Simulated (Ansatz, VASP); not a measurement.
# Cross-check of HfSiO4 (Hafnon) between VASP and Ansatz

Aim: how closely do two programs agree when they are given the same cell, functional and k mesh? The cell is taken from a series of runs on this material, whose earlier steps may have relaxed, scaled, displaced or heated it; both programs get it as it stands.

Calculated with Ansatz 0.2.0; plane waves, with VASP 6.6.1 beside it; single point at PBEsol.

## Step 1: Starting point

The structure is tetragonal, space group I4_1/amd (No. 141). The conventional cell has a = 6.572 Å, b = 6.572 Å, c = 5.963 Å, α = 90.00°, β = 90.00°, γ = 90.00°. Nearest to Hf lie 8 O at 2.11 to 2.25 Å. Nearest to Si lie 4 O at 1.64 Å. Nearest to O lie 1 Si at 1.64 Å and 2 Hf at 2.11 to 2.25 Å. Farther neighbours and most contacts between anions are not listed.

## Step 2: VASP: single point, PBEsol

With cell and atoms fixed, the geometry can't cause a difference; cores, projectors, grids and the points listed under the comparison can.

Lines of VASP's logs that name or quote its potential files are left out, and so is its time.

Contents of INCAR:

```
SYSTEM = HfSiO4
PREC = Accurate
ENCUT = 520
EDIFF = 1E-06
NELM = 120
ISMEAR = 0
SIGMA = 0.01
LREAL = .FALSE.
ALGO = Normal
GGA = PS
NBANDS = 50
LASPH = .TRUE.
LORBIT = 11
LWAVE = .FALSE.
LCHARG = .FALSE.
ISIF = 2
GGA_COMPAT = .FALSE.
EFERMI = MIDGAP
KPAR = 2
```

Contents of POSCAR:

```
HfSiO4
1.0
   -3.2862500000      3.2862500000      2.9816000000
    3.2862500000     -3.2862500000      2.9816000000
    3.2862500000      3.2862500000     -2.9816000000
Hf Si O
2 2 8
Direct
    0.0000000000      0.0000000000      1.0000000000
    0.7500000000      0.2500000000      0.5000000000
    0.5000000000      0.5000000000      1.0000000000
    0.2500000000      0.7500000000      0.5000000000
    0.6830335640      0.4975888114      0.8145552474
    0.2475888114      0.9330335640      0.3145552474
    0.6830335640      0.8684783166      0.1854447526
    0.6184783166      0.9330335640      0.6854447526
    0.0669664360      0.3815216834      0.3145552474
    0.5024111886      0.3169664360      0.1854447526
    0.0669664360      0.7524111886      0.6854447526
    0.1315216834      0.3169664360      0.8145552474
```

Contents of KPOINTS:

```
Automatic mesh
0
Gamma
4 4 4
0 0 0
```

Potentials, in the order of the species: Hf_pv, Si and O (PBE family, release 64).

The run is started by

```
$ mpirun -np 2 vasp_std
```

Numbers of over 12 decimals in the logs are rounded to 6 here.

What it wrote:

```text
[banner, memory and clock lines left out]
running    2 mpi-ranks, on    1 nodes
 distrk:  each k-point on    1 cores,    2 groups
 distr:  one band on    1 cores,    1 groups

 POSCAR found type information on POSCAR HfSiO
 POSCAR found :  3 types and      12 ions
|                                                                             |
|               ----> ADVICE to this user running VASP <----                  |
|                                                                             |
|     You enforced a specific xc type in the INCAR file but a different       |
|     [... a line on the potential file left out ...]
|     I HOPE YOU KNOW WHAT YOU ARE DOING!                                     |
|                                                                             |

 LDA part: xc-table for (Slater+PW92), standard interpolation
 POSCAR, INCAR and KPOINTS ok, starting setup
 FFT: planning ... GRIDC
 FFT: planning ... GRID_SOFT
 FFT: planning ... GRID
 WAVECAR not read
 entering main loop
       N       E                     dE             d eps       ncg     rms          rms(c)
DAV:   1     0.449695709229E+03    0.44970E+03   -0.42333E+04  1300   0.149E+03
DAV:   2    -0.996235828740E+02   -0.54932E+03   -0.53393E+03  1580   0.366E+02
DAV:   3    -0.128320425109E+03   -0.28697E+02   -0.28556E+02  1568   0.807E+01
DAV:   4    -0.128684000936E+03   -0.36358E+00   -0.36296E+00  1696   0.991E+00
DAV:   5    -0.128688681584E+03   -0.46806E-02   -0.46786E-02  1632   0.104E+00    0.759E+01
DAV:   6    -0.113701574754E+03    0.14987E+02   -0.59853E+01  1456   0.349E+01    0.608E+01
DAV:   7    -0.113515451229E+03    0.18612E+00   -0.29169E+00  1652   0.813E+00    0.395E+01
DAV:   8    -0.113490728405E+03    0.24723E-01   -0.40479E-01  1572   0.383E+00    0.979E+00
DAV:   9    -0.113453942054E+03    0.36786E-01   -0.13973E-01  1482   0.196E+00    0.291E+00
DAV:  10    -0.113453855817E+03    0.86237E-04   -0.86365E-03  1638   0.487E-01    0.422E-01
DAV:  11    -0.113453718592E+03    0.13722E-03   -0.92938E-04  1558   0.153E-01    0.415E-01
DAV:  12    -0.113453781277E+03   -0.62685E-04   -0.13182E-04  1566   0.548E-02    0.153E-01
DAV:  13    -0.113453797313E+03   -0.16036E-04   -0.16041E-05  1632   0.216E-02    0.424E-02
DAV:  14    -0.113453797113E+03    0.19977E-06   -0.65640E-07   958   0.476E-03
   1 F= -.11345380E+03 E0= -.11345380E+03  d E =0.000000E+00
```

Parts of OUTCAR (step 2):

```text
ion  position               nearest neighbor table
   1  0.000  0.000  0.000-   6 2.11   8 2.11   9 2.11  11 2.11   7 2.25  10 2.25  12 2.25   5 2.25
                             3 2.98   3 2.98   2 3.61   2 3.61   2 3.61   2 3.61
   2  0.750  0.250  0.500-   5 2.11   7 2.11  10 2.11  12 2.11   9 2.25  11 2.25   8 2.25   6 2.25
                             4 2.98   4 2.98   1 3.61   1 3.61   1 3.61   1 3.61
   3  0.500  0.500  0.000-   5 1.64   7 1.64  10 1.64  12 1.64   1 2.98   1 2.98
   4  0.250  0.750  0.500-   6 1.64   8 1.64   9 1.64  11 1.64   2 2.98   2 2.98
   5  0.683  0.498  0.815-   3 1.64   2 2.11   1 2.25
   6  0.248  0.933  0.315-   4 1.64   1 2.11   2 2.25
   7  0.683  0.868  0.185-   3 1.64   2 2.11   1 2.25
   8  0.618  0.933  0.685-   4 1.64   1 2.11   2 2.25
   9  0.067  0.382  0.315-   4 1.64   1 2.11   2 2.25
  10  0.502  0.317  0.185-   3 1.64   2 2.11   1 2.25
  11  0.067  0.752  0.685-   4 1.64   1 2.11   2 2.25
  12  0.132  0.317  0.815-   3 1.64   2 2.11   1 2.25

  LATTYP: Found a body centered tetragonal cell.
 ALAT       =     6.5725000000
 C/A-ratio  =     0.9072955496

 Subroutine GETGRP returns: Found 16 space group operations
 (whereof  8 operations were pure point group operations)

The static configuration has the point symmetry D_2d.
 The point group associated with its full space group is D_4h.

 Found     13 irreducible k-points:

   k-points           NKPTS =     13   k-points in BZ     NKDIM =     13   number of bands    NBANDS=     50

   dimension x,y,z NGX =    42 NGY =   42 NGZ =   42
   dimension x,y,z NGXF=    84 NGYF=   84 NGZF=   84

   ENCUT  =  520.0 eV  38.22 Ry    6.18 a.u.  10.27 10.27 10.27*2*pi/ulx,y,z

   NELECT =      76.0000    total number of electrons

 k-points in reciprocal lattice and weights: Automatic mesh
   0.00000000  0.00000000  0.00000000       0.016
   0.25000000  0.00000000  0.00000000       0.125
   0.50000000  0.00000000  0.00000000       0.062
   0.25000000  0.25000000  0.00000000       0.125
   0.50000000  0.25000000  0.00000000       0.250
  -0.25000000  0.25000000  0.00000000       0.062
   0.50000000  0.50000000  0.00000000       0.031
   0.25000000  0.25000000  0.25000000       0.031
  -0.25000000  0.25000000  0.25000000       0.062
   0.50000000  0.50000000  0.25000000       0.062
  -0.25000000  0.50000000  0.25000000       0.125
  -0.25000000 -0.25000000  0.25000000       0.031
   0.50000000  0.50000000  0.50000000       0.016

 average (electrostatic) potential at core
       1 -37.3037       2 -37.3037       3 -84.1925       4 -84.1925       5 -70.2881
       6 -70.2881       7 -70.2881       8 -70.2881       9 -70.2881      10 -70.2881
      11 -70.2881      12 -70.2881

 E-fermi :   5.8728

 k-point     1 :       0.0000    0.0000    0.0000
  band No.  band energies     occupation
    ...
     34       2.5528      2.00000
     35       2.6170      2.00000
     36       2.6170      2.00000
     37       2.6279      2.00000
     38       3.1782      2.00000
     39       8.9709      0.00000
     40       9.1522      0.00000
     41       9.3321      0.00000
     42       9.4064      0.00000
     43       9.4064      0.00000
    ...

 k-point     2 :       0.2500    0.0000    0.0000
  band No.  band energies     occupation
    ...
     34       2.2458      2.00000
     35       2.4772      2.00000
     36       2.5597      2.00000
     37       2.8181      2.00000
     38       3.0697      2.00000
     39       8.8620      0.00000
     40       9.1527      0.00000
     41       9.3938      0.00000
     42       9.6986      0.00000
     43      10.0441      0.00000
    ...

 k-point     3 :       0.5000    0.0000    0.0000
  band No.  band energies     occupation
    ...
     34       2.0516      2.00000
     35       2.2165      2.00000
     36       2.3521      2.00000
     37       2.9193      2.00000
     38       2.9858      2.00000
     39       8.8606      0.00000
     40       9.0053      0.00000
     41       9.7861      0.00000
     42       9.9753      0.00000
     43      10.0705      0.00000
    ...

  Total       -0.8822905     -0.8822905     -0.7763331      0.0000000     -0.0000000      0.0000000
  in kB      -10.9751788    -10.9751788     -9.6571309      0.0000000     -0.0000000      0.0000000
  external PRESSURE =     -10.5358295 kB  Pullay stress =       0.0000000 kB

  energy-cutoff  :      520.00
  volume of cell :      128.80
      direct lattice vectors                 reciprocal lattice vectors
    -3.286250000  3.286250000  2.981600000     0.000000000  0.152149106  0.167695197
     3.286250000 -3.286250000  2.981600000     0.152149106  0.000000000  0.167695197
     3.286250000  3.286250000 -2.981600000     0.152149106  0.152149106  0.000000000

 POSITION                                       TOTAL-FORCE (eV/Angst)
 -----------------------------------------------------------------------------------
      0.00000      0.00000      0.00000         0.000000     -0.000000     -0.000000
     -0.00000      3.28625      1.49080         0.000000     -0.000000     -0.000000
      0.00000      0.00000      2.98160         0.000000     -0.000000     -0.000000
      3.28625     -0.00000      1.49080         0.000000     -0.000000     -0.000000
      2.06741      3.28625      1.09147         0.121361     -0.000000     -0.099354
      3.28625     -1.21884      2.58227         0.000000      0.121361     -0.099354
      1.21884      0.00000      4.07307        -0.121361     -0.000000     -0.099354
      3.28625      1.21884      2.58227         0.000000     -0.121361     -0.099354
      2.06741      0.00000      0.39933         0.121361     -0.000000      0.099354
      0.00000      1.21884      1.89013         0.000000     -0.121361      0.099354
      4.50509      0.00000      0.39933        -0.121361     -0.000000      0.099354
      3.28625      2.06741     -1.09147        -0.000000      0.121361      0.099354
 -----------------------------------------------------------------------------------
    total drift:                                0.000000      0.000000     -0.000000

  FREE ENERGIE OF THE ION-ELECTRON SYSTEM (eV)
  ---------------------------------------------------
  free  energy   TOTEN  =      -113.4537971128 eV

  energy  without entropy=     -113.4537971128  energy(sigma->0) =     -113.45379711

 total charge
# of ion       s       p       d       tot
------------------------------------------
    1        0.297   6.622   1.411   8.330
    2        0.297   6.622   1.411   8.330
    3        0.668   1.006   0.000   1.674
    4        0.668   1.006   0.000   1.674
    5        1.552   3.597   0.000   5.149
    6        1.552   3.597   0.000   5.149
    7        1.552   3.597   0.000   5.149
    8        1.552   3.597   0.000   5.149
    9        1.552   3.597   0.000   5.149
   10        1.552   3.597   0.000   5.149
   11        1.552   3.597   0.000   5.149
   12        1.552   3.597   0.000   5.149
--------------------------------------------------
tot         14.349  44.031   2.823  61.202

[... 3 further parts left out ...]
```

The run ends at a pressure of -1.05 GPa, with forces up to 0.16 eV/Å.

(Continued in part 2 of 2.)

[Lines on the potential files, build, host, timing and source positions are cut from VASP's logs without a mark.]

[Logs are printed without paths, hosts, clocks, repeated set-up lines and the standing remarks that a program may print on its own settings, such as how far it seeks lower states.]

[Hosts, paths, dates, database ids (printed as entryN), source tags and the programs' standing remarks are cut or masked in the printed files.]
